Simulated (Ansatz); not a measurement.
# Dielectric response of CaSe (001) films, part 2 of 5

Aim: the electronic and static ε of rocksalt CaSe (001) from films of three thicknesses in a field.

Ansatz 0.2.0; plane-wave DFT, PBE, Ansatz PAW (the session's first sound run).

So far, electron affinity, upper face (eV): step 2 (relaxation, 6 atoms, units 3) 2.52.

### 3. The relaxed film, single point, 6 atoms, units 3

The film was relaxed beforehand; a single point on the relaxed positions gives its levels and potential.

input.yaml reads:

```yaml
crystal:
  lattice:
    - [4.18607214, 0.0, 0.0]
    - [0.0, 4.18607214, 0.0]
    - [0.0, 0.0, 23.92]
  atoms:
    - { symbol: Ca, position: [0.5, 0.5, 0.3788130429] }
    - { symbol: Se, position: [0.0, 0.0, 0.3733315631] }
    - { symbol: Ca, position: [0.0, 0.0, 0.5000000025] }
    - { symbol: Se, position: [0.5, 0.5, 0.4999999963] }
    - { symbol: Ca, position: [0.5, 0.5, 0.6211869645] }
    - { symbol: Se, position: [0.0, 0.0, 0.6266684308] }
kpoints:
  mp_grid: { grid: [6, 6, 1] }
hamiltonian:
  xc: pbe
scf:
  occupations: { method: fixed }
  convergence: { dr2_threshold: 1.0e-09 }
efield:
  axis: 3
  dipole_correction: true
  ramp_position: 0.97
  ramp_width: 0.06
output:
  eigenvalues: true
  write_potential: true
  write_density: true
  volumetric_format: npy
```

Launch:

```
$ ansatz run input.yaml --threads 4 --pin off --max-ram 8192MiB --backend cpu --events-out ev --progress --plain --runs-dir out
```

Numbers of over 12 decimals in the logs are rounded to 6 here.

Output:

```text
[...]
Crystal: 6 atoms, lattice volume = 419.155 Å³
Basis set: ecut = 420 eV, 8103 PW (Γ)
Bands: 47, of which v1, the nominal top of the filled ones, is band 39 counted from 1 (38 counted from 0)
Symmetry: 8 space group operations
k-points: 10 of 36
[...]
SCF iter   1: F=—  HF=-21869.207711 eV  |F-HF|=—  |Δ(HF+E_count)|=         —  Δρ=6.82e-4  dr2=5.26e-3  ethr=1.77e-3  p=0.000 e·Å  D=7.72e-8 V/Å  ΔV_dip=-0.00 eV  dr2_dipole=2.60e-11  V_vac-E_F(+/−)=4.65/4.65 eV  ⟨swp⟩=6.5  Hψ=1836  notcnv=0  defer=57
[...]
SCF iter   8: F=-21869.208403 eV  HF=-21869.208403 eV  |F-HF|=4.07e-10  |Δ(HF+E_count)|=   3.87e-9  Δρ=2.79e-7  dr2=6.69e-10  ethr=1.28e-12  p=-0.000 e·Å  D=-2.10e-6 V/Å  ΔV_dip=0.00 eV  dr2_dipole=1.90e-10  V_vac-E_F(+/−)=4.78/4.78 eV  ⟨swp⟩=40.4  Hψ=3262  notcnv=0
[...]
SCF 1 converged in 8 iterations: F = -21869.208403 eV  dr2 = 6.69e-10
[...]
SCF converged after 8 iterations
Free energy (F): -21869.208403 eV
[...]
Internal energy: -21869.208403 eV  (E = F + TS)
E sigma→0 (E₀):  -21869.208403 eV
Fermi energy:    -0.392607 eV
Dipole field:    D = 0.000011 V/Å  (p = 0.000025 e·Å, saw-weighted, corrected)
Work function:   Φ+ = 4.7787 eV   Φ− = 4.7789 eV
[...]
--- Band table (eV; the first three rows and the last of 10) ---
  k-point 0: bands = [... 35 lower, -0.5946, -0.5946, -0.3926, -0.3926, 1.8664, 2.4365, 2.5585, 3.0712, ... 4 higher]
  k-point 1: bands = [... 35 lower, -1.1087, -0.8540, -0.7806, -0.6359, 2.4785, 2.8909, 2.9256, 3.3253, ... 4 higher]
  k-point 2: bands = [... 35 lower, -1.2406, -1.0995, -1.0968, -1.0355, 3.2375, 3.3613, 3.7192, 4.0090, ... 4 higher]
  k-point 9: bands = [... 35 lower, -1.5376, -1.5376, -1.1243, -0.7352, 2.1719, 2.1719, 3.6798, 3.6798, ... 4 higher]
```

Wall time 7.4 s (4 threads of Arm Neoverse V1, shared host); peak memory 0.8 GiB; 28 s of CPU time.

In the SCF lines HF is the Harris–Foulkes energy and dr2 the Hartree energy of the density residual, in eV; the loop may stop once dr2 is under the threshold and the program's other checks hold. Hψ counts applications of the Hamiltonian.

Numbers from this step:

```yaml
dipole_along_the_normal: 2.48e-5 e·Å
```

Running mean over 2.96 Å of the planar mean; the ramp of the sawtooth is left out. The electron's electrostatic potential energy less the highest filled level by z:

| z (Å) | electron's electrostatic potential energy less the highest filled level (eV) |
| --- | --- |
| 3.0 | 4.78 |
| 3.5 | 4.78 |
| 4.0 | 4.78 |
| 4.5 | 4.78 |
| 5.0 | 4.77 |
| 5.5 | 4.75 |
| 6.0 | 4.66 |
| 6.5 | 4.36 |
| 7.0 | 3.33 |
| 7.5 | 1.38 |
| 8.0 | -0.690 |
| 8.5 | -1.81 |
| 9.0 | -2.09 |
| 9.5 | -2.14 |
| 10.0 | -2.17 |
| 10.5 | -2.25 |
| 11.0 | -2.24 |
| 11.5 | -2.25 |
| 12.0 | -2.25 |
| 12.5 | -2.25 |
| 13.0 | -2.25 |
| 13.5 | -2.25 |
| 14.0 | -2.16 |
| 14.5 | -2.14 |
| 15.0 | -2.07 |
| 15.5 | -1.71 |
| 16.0 | -0.409 |
| 16.5 | 1.73 |
| 17.0 | 3.56 |
| 17.5 | 4.44 |
| 18.0 | 4.68 |
| 18.5 | 4.75 |
| 19.0 | 4.77 |
| 19.5 | 4.78 |
| 20.0 | 4.78 |
| 20.5 | 4.78 |

The gap is 2.26 eV, with the valence edge 4.78 eV and the conduction edge 2.52 eV under the upper vacuum level.

### 4. Single point, 6 atoms, units 3, field 0.1 V/Å

A sawtooth potential applies the field, turning back in the middle of the vacuum. With the dipole correction the typed value is the field outside the slab. The induced dipole is small, so the SCF threshold is tight.

Changes to input.yaml since step 3:

```diff
@@ -18,3 +18,3 @@
   occupations: { method: fixed }
-  convergence: { dr2_threshold: 1.0e-09 }
+  convergence: { dr2_threshold: 1.0e-10 }
 efield:
@@ -22,6 +22,6 @@
   dipole_correction: true
-  ramp_position: 0.97
-  ramp_width: 0.06
+  ramp_position: 0.9402
+  ramp_width: 0.1196
+  amplitude: 0.1
 output:
-  eigenvalues: true
   write_potential: true
```

Output:

```text
[...]
Crystal: 6 atoms, lattice volume = 419.155 Å³
Basis set: ecut = 420 eV, 8103 PW (Γ)
Bands: 47, of which v1, the nominal top of the filled ones, is band 39 counted from 1 (38 counted from 0)
Symmetry: 8 space group operations
k-points: 10 of 36
[...]
SCF iter   1: F=—  HF=-21870.230271 eV  |F-HF|=—  |Δ(HF+E_count)|=         —  Δρ=1.84e-2  dr2=3.86e0  ethr=3.10e-3  p=0.089 e·Å  D=3.85e-2 V/Å  ΔV_dip=-0.92 eV  dr2_dipole=9.86e-4  V_vac-E_F(+/−)=8.71/7.59 eV  ⟨swp⟩=6.7  Hψ=1957  notcnv=0  defer=55
[...]
SCF iter  12: F=-21869.212237 eV  HF=-21869.212237 eV  |F-HF|=4.91e-10  |Δ(HF+E_count)|=   2.14e-9  Δρ=1.87e-7  dr2=8.41e-11  ethr=1.00e-12  p=0.077 e·Å  D=3.31e-2 V/Å  ΔV_dip=-0.79 eV  dr2_dipole=6.37e-15  V_vac-E_F(+/−)=5.36/4.11 eV  ⟨swp⟩=28.1  Hψ=2733  notcnv=0
SCF 1 converged in 12 iterations: F = -21869.212237 eV  dr2 = 8.41e-11
[...]
SCF converged after 12 iterations
[...]
Free energy (F): -21869.212237 eV
[...]
Internal energy: -21869.212237 eV  (E = F + TS)
E sigma→0 (E₀):  -21869.212237 eV
Fermi energy:    -0.383406 eV
Dipole field:    D = 0.033110 V/Å  (p = 0.076695 e·Å, saw-weighted, corrected)
Work function:   not extracted (applied field tilts the vacuum); planar V_es + V_field profile in the machine report
[...]
--- Band table (eV; the first three rows and the last of 10) ---
  k-point 0: bands = [... 35 lower, -0.6045, -0.6045, -0.3834, -0.3834, 1.8639, 2.4357, 2.5368, 3.0723, ... 4 higher]
  k-point 1: bands = [... 35 lower, -1.1022, -0.8517, -0.7944, -0.6229, 2.4746, 2.8532, 2.9369, 3.3246, ... 4 higher]
  k-point 2: bands = [... 35 lower, -1.2516, -1.1242, -1.0885, -1.0094, 3.1938, 3.3941, 3.7131, 3.9970, ... 4 higher]
  k-point 9: bands = [... 35 lower, -1.5343, -1.5343, -1.1323, -0.7288, 2.1702, 2.1702, 3.6791, 3.6791, ... 4 higher]
```

Run time: 8.1 s. Hardware: 4 threads; peak memory 0.79 GiB; 31 s of CPU time.

Numbers from this step:

```
gap on the k-mesh       : 2.247 eV
dipole along the normal : 0.07669 e·Å
```

The dipole is 0.0767 e·Å, and the gap on the mesh 2.247 eV.

### 5. Single point, 6 atoms, units 3, field -0.1 V/Å

Changes to input.yaml since step 4:

```diff
@@ -24,3 +24,3 @@
   ramp_width: 0.1196
-  amplitude: 0.1
+  amplitude: -0.1
 output:
```

Output:

```text
[...]
Crystal: 6 atoms, lattice volume = 419.155 Å³
Basis set: ecut = 420 eV, 8103 PW (Γ)
Bands: 47, of which v1, the nominal top of the filled ones, is band 39 counted from 1 (38 counted from 0)
Symmetry: 8 space group operations
k-points: 10 of 36
[...]
k-point 0: bands = [... 35 lower, -0.6045, -0.6045, -0.3834, -0.3834, 1.8639, 2.4357, 2.5368, 3.0723, ... 4 higher]
  k-point 1: bands = [... 35 lower, -1.1022, -0.8517, -0.7944, -0.6229, 2.4746, 2.8532, 2.9369, 3.3246, ... 4 higher]
  k-point 2: bands = [... 35 lower, -1.2516, -1.1242, -1.0885, -1.0094, 3.1938, 3.3941, 3.7131, 3.9970, ... 4 higher]
  k-point 9: bands = [... 35 lower, -1.5343, -1.5343, -1.1323, -0.7288, 2.1702, 2.1702, 3.6791, 3.6791, ... 4 higher]
[key lines of the parts left out:]
SCF converged after 12 iterations
Free energy (F): -21869.212237 eV
Fermi energy:    -0.383405 eV
Dipole field:    D = -0.033109 V/Å  (p = -0.076695 e·Å, saw-weighted, corrected)
```

It took 8.1 s on 4 threads; peak memory 0.79 GiB; 31 s of CPU time.

The dipole is -0.0767 e·Å, and the gap on the mesh 2.247 eV.

### 6. Response with the atoms held, 6 atoms, units 3

This step: plane-wave DFT, PBE, Ansatz PAW; response to a field along the normal, atoms held (Ansatz 0.2.0).

The two fields give this film's response with the atoms held: the electronic part.

Numbers from this step:

| Item | Value |
| --- | --- |
| equivalent conductor thickness p/(ε₀AE) | 7.920 Å |
| distance between the outer atoms | 6.060 Å |
| thickness | 8.88 Å |

Local field over the applied field, running mean. From the potentials at -0.1 and 0.1 V/Å; running mean over 2.96 Å, taken twice. The local field over applied field by z:

| z (Å) | local field over applied field |
| --- | --- |
| 4.04 | 0.949 |
| 4.49 | 0.982 |
| 4.93 | 0.963 |
| 5.38 | 0.928 |
| 5.68 | 0.894 |
| 6.13 | 0.827 |
| 6.58 | 0.740 |
| 7.03 | 0.638 |
| 7.47 | 0.528 |
| 7.92 | 0.422 |
| 8.37 | 0.330 |
| 8.82 | 0.258 |
| 9.12 | 0.222 |
| 9.57 | 0.186 |
| 10.02 | 0.169 |
| 10.46 | 0.166 |
| 10.91 | 0.168 |
| 11.36 | 0.171 |
| 11.81 | 0.172 |
| 12.11 | 0.172 |
| 12.56 | 0.171 |
| 13.01 | 0.168 |
| 13.46 | 0.166 |
| 13.90 | 0.169 |
| 14.35 | 0.186 |
| 14.80 | 0.222 |
| 15.10 | 0.258 |
| 15.55 | 0.330 |
| 16.00 | 0.422 |
| 16.45 | 0.528 |
| 16.89 | 0.638 |
| 17.34 | 0.740 |
| 17.79 | 0.827 |
| 18.24 | 0.894 |
| 18.54 | 0.928 |
| 18.99 | 0.963 |
| 19.43 | 0.982 |
| 19.88 | 0.949 |

The induced electron density oscillates, so the rows of the table below give means over windows of 1 Å about each position, cut where the curve ends. Its maxima inside the range that stand out by 2 % of the span (Å: e/Å³ per V/Å): 7.8: 0.00328, 11.2: 0.00162, 14.1: 0.00168. Its minima: 9.9: -0.00168, 12.7: -0.00162, 16.1: -0.00328.

Electrons, planar mean, per unit field. The induced electron density by z; means over each step:

| z (Å) | induced electron density (e/Å³ per V/Å) |
| --- | --- |
| 5 | 7.7e-5 |
| 6 | 4.6e-4 |
| 7 | 0.00192 |
| 8 | 0.00260 |
| 9 | 5.9e-5 |
| 10 | -0.00122 |
| 11 | 0.00103 |
| 12 | -1.2e-4 |
| 13 | -8.8e-4 |
| 14 | 0.00127 |
| 15 | -2.4e-4 |
| 16 | -0.00273 |
| 17 | -0.00176 |
| 18 | -4.0e-4 |
| 19 | -6.6e-5 |

By hand: between -0.1 and 0.1 V/Å the dipole changes by 0.1534 e·Å, a slope of 0.7669 e·Å²/V. A perfect conductor of thickness t has p = ε₀AEt, so t = 180.95 × 0.7669 / 17.523 = 7.92 Å (e/ε₀ = 180.95 V·Å, A in Å²).

The induced dipole is that of a conductor 7.92 Å thick.

### 7. Field on, atoms free, 6 atoms, field 0.05 V/Å

This step: plane-wave DFT, PBE, Ansatz PAW (Ansatz 0.2.0).

Now the atoms may follow the field. A weak field makes forces of meV/Å to tens of meV/Å, so the force tolerance is set well below the usual one.

Changes to input.yaml since step 5:

```diff
@@ -24,3 +24,6 @@
   ramp_width: 0.1196
-  amplitude: -0.1
+  amplitude: 0.05
+relax:
+  f_tol: 0.0006
+  max_steps: 70
 output:
```

Output:

```text
[...]
Crystal: 6 atoms, lattice volume = 419.155 Å³
Basis set: ecut = 420 eV, 8103 PW (Γ), exchange–correlation on 60×60×320 points (8 copies of the dense FFT grid, shifted against one another)
Bands: 47, of which v1, the nominal top of the filled ones, is band 39 counted from 1 (38 counted from 0)
Symmetry: 8 space group operations
k-points: 10 of 36
[...]
SCF iter   1: F=—  HF=-21870.227146 eV  |F-HF|=—  |Δ(HF+E_count)|=         —  Δρ=1.84e-2  dr2=3.86e0  ethr=3.10e-3  p=0.045 e·Å  D=1.93e-2 V/Å  ΔV_dip=-0.46 eV  dr2_dipole=2.47e-4  V_vac-E_F(+/−)=8.45/7.89 eV  ⟨swp⟩=6.7  Hψ=1955  notcnv=0  defer=54
[...]
SCF iter  12: F=-21869.209368 eV  HF=-21869.209368 eV  |F-HF|=1.74e-9  |Δ(HF+E_count)|=   4.58e-9  Δρ=1.95e-7  dr2=9.12e-11  ethr=1.00e-12  p=0.038 e·Å  D=1.66e-2 V/Å  ΔV_dip=-0.40 eV  dr2_dipole=1.46e-20  V_vac-E_F(+/−)=5.07/4.45 eV  ⟨swp⟩=7.5  Hψ=2300  notcnv=0
SCF 1 converged in 12 iterations: F = -21869.209368 eV  dr2 = 9.12e-11
[...]
relax step   1: F+E_penalty+E_count = -21869.20936800 eV  Δ(F+E_penalty+E_count) = +0.000e0 eV  max|allowed force component| = 2.053e-2 eV/Å  Δτ_max = 0.0000 Å  (12 SCF iters, accepted)
[...]
SCF iter   8: F=-21869.209360 eV  HF=-21869.209360 eV  |F-HF|=1.13e-10  |Δ(HF+E_count)|=   1.76e-9  Δρ=1.53e-7  dr2=6.38e-11  ethr=1.00e-12  p=0.050 e·Å  D=2.16e-2 V/Å  ΔV_dip=-0.52 eV  dr2_dipole=1.79e-12  V_vac-E_F(+/−)=5.01/4.51 eV  ⟨swp⟩=5.0  Hψ=2398  notcnv=0
SCF 2 converged in 8 iterations: F = -21869.209360 eV  dr2 = 6.38e-11
relax step   2: F+E_penalty+E_count = -21869.20936034 eV  Δ(F+E_penalty+E_count) = +7.656e-6 eV  max|allowed force component| = 2.210e-2 eV/Å  Δτ_max = 0.0080 Å  (8 SCF iters, rejected (line search))
SCF iter   1: F=—  HF=-21869.209393 eV  |F-HF|=—  |Δ(HF+E_count)|=         —  Δρ=8.77e-5  dr2=1.83e-4  ethr=3.37e-6  p=0.050 e·Å  D=2.16e-2 V/Å  ΔV_dip=-0.52 eV  dr2_dipole=1.16e-4  V_vac-E_F(+/−)=5.01/4.51 eV  ⟨swp⟩=4.3  Hψ=839  notcnv=0  defer=59
[...]
SCF iter   8: F=-21869.209516 eV  HF=-21869.209516 eV  |F-HF|=3.27e-11  |Δ(HF+E_count)|=  6.22e-10  Δρ=1.03e-7  dr2=2.54e-11  ethr=1.00e-12  p=0.044 e·Å  D=1.91e-2 V/Å  ΔV_dip=-0.46 eV  dr2_dipole=1.48e-12  V_vac-E_F(+/−)=5.04/4.48 eV  ⟨swp⟩=7.0  Hψ=2224  notcnv=0
SCF 3 converged in 8 iterations: F = -21869.209516 eV  dr2 = 2.54e-11
relax step   3: F+E_penalty+E_count = -21869.20951560 eV  Δ(F+E_penalty+E_count) = -1.476e-4 eV  max|allowed force component| = 1.029e-3 eV/Å  Δτ_max = 0.0038 Å  (8 SCF iters, accepted)
SCF iter   1: F=—  HF=-21869.209516 eV  |F-HF|=—  |Δ(HF+E_count)|=         —  Δρ=2.93e-6  dr2=1.85e-7  ethr=1.16e-9  p=0.044 e·Å  D=1.91e-2 V/Å  ΔV_dip=-0.46 eV  dr2_dipole=3.44e-10  V_vac-E_F(+/−)=5.04/4.48 eV  ⟨swp⟩=2.4  Hψ=765  notcnv=0  defer=47
[...]
SCF iter   5: F=-21869.209516 eV  HF=-21869.209516 eV  |F-HF|=6.18e-11  |Δ(HF+E_count)|=  1.35e-10  Δρ=6.56e-8  dr2=1.59e-11  ethr=1.00e-12  p=0.044 e·Å  D=1.91e-2 V/Å  ΔV_dip=-0.46 eV  dr2_dipole=7.52e-13  V_vac-E_F(+/−)=5.04/4.48 eV  ⟨swp⟩=7.0  Hψ=2207  notcnv=0
SCF 4 converged in 5 iterations: F = -21869.209516 eV  dr2 = 1.59e-11
relax step   4: F+E_penalty+E_count = -21869.20951573 eV  Δ(F+E_penalty+E_count) = -1.329e-7 eV  max|allowed force component| = 2.058e-4 eV/Å  Δτ_max = 0.0001 Å  (5 SCF iters, accepted)
NSCF: frozen V_eff on 10 k-points
[...]
SCF converged after 5 iterations
[...]
Free energy (F): -21869.209516 eV
[...]
Internal energy: -21869.209516 eV  (E = F + TS)
E sigma→0 (E₀):  -21869.209516 eV
Fermi energy:    -0.392591 eV
Dipole field:    D = 0.019102 V/Å  (p = 0.044248 e·Å, saw-weighted, corrected)
Work function:   not extracted (applied field tilts the vacuum); planar V_es + V_field profile in the machine report
[...]
--- Forces (eV/Å), atoms counted from 1 ---
  atom   1  Ca     0.00000000     0.00000000    -0.00010198
  atom   2  Se     0.00000000     0.00000000    -0.00006142
  atom   3  Ca     0.00000000     0.00000000     0.00020602
  atom   4  Se     0.00000000     0.00000000     0.00008174
  atom   5  Ca     0.00000000     0.00000000    -0.00008756
  atom   6  Se     0.00000000     0.00000000    -0.00003573
  max |Σ_I F_I| component: 1.08e-6 eV/Å
--- Band table (eV; the first three rows and the last of 10) ---
  k-point 0: bands = [... 35 lower, -0.5950, -0.5950, -0.3926, -0.3926, 1.8662, 2.4363, 2.5561, 3.0708, ... 4 higher]
  k-point 1: bands = [... 35 lower, -1.1088, -0.8541, -0.7811, -0.6358, 2.4781, 2.8865, 2.9268, 3.3253, ... 4 higher]
  k-point 2: bands = [... 35 lower, -1.2412, -1.0993, -1.0976, -1.0350, 3.2324, 3.3652, 3.7185, 4.0085, ... 4 higher]
  k-point 9: bands = [... 35 lower, -1.5378, -1.5378, -1.1245, -0.7352, 2.1716, 2.1716, 3.6795, 3.6795, ... 4 higher]
--- Relaxed structure (4 steps of the walk, 3 accepted, 0 SCFs on fresh bases) ---
  F+E_penalty+E_count = -21869.20951573 eV   max|allowed force component| = 2.058e-4 eV/Å
  atoms:
    - { symbol: Ca, position: [0.5, 0.5, 0.378934] }
    - { symbol: Se, position: [0, 0.0, 0.373170] }
    - { symbol: Ca, position: [0, 0.0, 0.500053] }
    - { symbol: Se, position: [0.5, 0.5, 0.499999] }
    - { symbol: Ca, position: [0.5, 0.5, 0.621320] }
    - { symbol: Se, position: [0, 0.0, 0.626524] }
```

Elapsed: 18 s, on 4 threads; peak memory 0.76 GiB; 71 s of CPU time.

No atom moved by 0.005 Å in the relaxation.

Numbers from this step:

```
gap on the k-mesh       : 2.259 eV
dipole along the normal : 0.04425 e·Å
```

The relaxation took 4 steps and lowered the energy by 1.5e-4 eV; the largest force on the free atoms ends at 2.1e-4 eV/Å.

The dipole is 0.0442 e·Å, and the gap on the mesh 2.259 eV.

### 8. Relaxing in the field, 6 atoms, field -0.05 V/Å

The opposite sign, again from the field-free geometry; the difference of the two cancels what relaxes without a field.

Changes to input.yaml since step 7:

```diff
@@ -24,3 +24,3 @@
   ramp_width: 0.1196
-  amplitude: 0.05
+  amplitude: -0.05
 relax:
```

Output:

```text
[...]
Crystal: 6 atoms, lattice volume = 419.155 Å³
Basis set: ecut = 420 eV, 8103 PW (Γ), exchange–correlation on 60×60×320 points (8 copies of the dense FFT grid, shifted against one another)
Bands: 47, of which v1, the nominal top of the filled ones, is band 39 counted from 1 (38 counted from 0)
Symmetry: 8 space group operations
k-points: 10 of 36
[...]
--- Relaxed structure (4 steps of the walk, 3 accepted, 0 SCFs on fresh bases) ---
  F+E_penalty+E_count = -21869.20951573 eV   max|allowed force component| = 2.059e-4 eV/Å
  atoms:
    - { symbol: Ca, position: [0.5, 0.5, 0.378680] }
    - { symbol: Se, position: [0, 0.0, 0.373476] }
    - { symbol: Ca, position: [0, 0.0, 0.499947] }
    - { symbol: Se, position: [0.5, 0.5, 0.500001] }
    - { symbol: Ca, position: [0.5, 0.5, 0.621066] }
    - { symbol: Se, position: [0, 0.0, 0.626830] }
[key lines of the parts left out:]
SCF converged after 5 iterations
Free energy (F): -21869.209516 eV
Fermi energy:    -0.392591 eV
Dipole field:    D = -0.019102 V/Å  (p = -0.044248 e·Å, saw-weighted, corrected)
```

Run time: 18 s. Hardware: 4 threads; peak memory 0.77 GiB; 69 s of CPU time.

No atom moved by 0.005 Å in the relaxation.

The relaxation took 4 steps and lowered the energy by 1.5e-4 eV; the largest force on the free atoms ends at 2.1e-4 eV/Å.

The dipole is -0.0442 e·Å, and the gap on the mesh 2.259 eV.

### 9. Response with the atoms relaxed, 6 atoms, units 3

This step: plane-wave DFT, PBE, Ansatz PAW; response to a field along the normal, atoms relaxed (Ansatz 0.2.0).

The two relaxed runs give the static response.

Numbers from this step:

```yaml
equivalent_conductor_thickness_p_eps_0ae: 9.139 Å
```

Local field over the applied field, running mean. From the potentials at -0.05 and 0.05 V/Å; running mean over 2.96 Å, taken twice. Table of local field over applied field by z:

| z (Å) | local field over applied field |
| --- | --- |
| 4.5 | 0.980 |
| 5.0 | 0.949 |
| 5.5 | 0.897 |
| 6.0 | 0.836 |
| 6.5 | 0.721 |
| 7.0 | 0.582 |
| 7.5 | 0.433 |
| 8.0 | 0.305 |
| 8.5 | 0.200 |
| 9.0 | 0.0902 |
| 9.5 | 0.0522 |
| 10.0 | 0.0371 |
| 10.5 | 0.0519 |
| 11.0 | 0.0633 |
| 11.5 | 0.0626 |
| 12.0 | 0.0757 |
| 12.5 | 0.0605 |
| 13.0 | 0.0641 |
| 13.5 | 0.0485 |
| 14.0 | 0.0379 |
| 14.5 | 0.0549 |
| 15.0 | 0.104 |
| 15.5 | 0.219 |
| 16.0 | 0.321 |
| 16.5 | 0.457 |
| 17.0 | 0.605 |
| 17.5 | 0.743 |
| 18.0 | 0.849 |
| 18.5 | 0.904 |
| 19.0 | 0.957 |
| 19.5 | 0.982 |

The induced dipole is that of a conductor 9.14 Å thick.

(Continued in part 3 of 5.)

[Logs are printed without paths, hosts, clocks, repeated set-up lines and the standing remarks that a program may print on its own settings, such as how far it seeks lower states.]

[Hosts, paths, dates, database ids (printed as entryN), source tags and the programs' standing remarks are cut or masked in the printed files.]

[Maps of the electrostatic potential energy from Ansatz leave out the sawtooth potential of an applied field or a dipole correction, so their vacuum need not be flat; planar profiles and work functions include it.]
